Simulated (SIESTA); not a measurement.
Crystal: Pb.

```
Pb
1.0
     0.01933    2.46287    2.45281
     2.50286   -0.00675    2.47889
     2.48132    2.46742    0.01479
Pb
1
Cartesian
  0.0000 0.0000 0.0000
```

Base run:

```yaml
Program: SIESTA 5.4.2
Functional: vdW-DF2
Potentials_or_basis: PseudoDojo 0.4 standard (PBE files)
Basis: DZP (energy shift 0.003 Ry; two zetas on semicore shells)
Grid_cutoff: 500 Ry
Energy_shift: 0.003 Ry
k_mesh: 9 × 9 × 9
Occupations: fermi-dirac, width 0.05 eV
Spin: no spin polarisation
```

Its results: band gap on the k mesh none (metal or under the smearing width); pressure 8.9 GPa.

Task: The run is repeated on the same cell with these changes: functional from vdW-DF2 to vdW-DF-cx. What comes out?

Result: Band gap on the k mesh none (metal or under the smearing width); pressure 0.7 GPa.

Caveats: the potentials were made for another functional, which shifts forces and pressure; the basis of atomic orbitals isn't converged, which shifts pressures, moduli and gaps.

Not every run made on this cell is shown here.
